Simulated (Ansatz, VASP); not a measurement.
**Mg in VASP and in Ansatz**

```xyz
2
Lattice="3.2093 0.0000 0.0000 -1.6046 2.7793 0.0000 0.0000 0.0000 5.2103" Properties=species:S:1:pos:R:3 pbc="T T T"
Mg    1.6047    0.9264    3.9077
Mg    0.0000    1.8529    1.3026
```

Alike in both runs: task relaxation of cell and atoms; functional BLYP; k mesh 10 × 10 × 5; occupations fermi-dirac, width 0.05 eV; no spin polarisation.

|  | VASP | Ansatz |
| --- | --- | --- |
| version | VASP 6.6.1 | Ansatz 0.2.0 |
| potentials or method | VASP PAW PBE potentials, release 64 (Mg) | Ansatz PAW |
| plane-wave cutoff (eV) | 600 | 420 |
| valence electrons in the cell | 4 | 20 |

Ansatz gave:

| Quantity | Value |
| --- | --- |
| gap on the k mesh at the Fermi level, each at its own relaxed structure (eV) | none |
| relaxed volume (Å³/atom) | 23.55 |
| relaxed cell length with the largest relative difference (Å) | 5.376 |
| energy change over the relaxation (meV/atom) | -4 |

Problem. Estimate VASP's values.

Solution. gap on the k mesh at the Fermi level, each at its own relaxed structure (eV): none; relaxed volume (Å³/atom): 23.54; relaxed cell length with the largest relative difference (Å): 5.380; energy change over the relaxation (meV/atom): -4.

A gap of «none» marks a metal or a gap that the smearing closes. The two sets of potentials don't hold the same shells in valence.

Caveats: the PAW data sets were made with another functional, which shifts forces and pressure a little (VASP); the plane-wave basis is chosen anew once the cell has moved, so the energies of steps on either side of that aren't comparable (Ansatz); the PAW data sets come from PBE, with cores solved anew for the run's functional, which leaves a small shift of forces and pressure (Ansatz). BLYP gives volumes clearly too large for solids. Zero-point motion and thermal expansion aren't in these numbers.
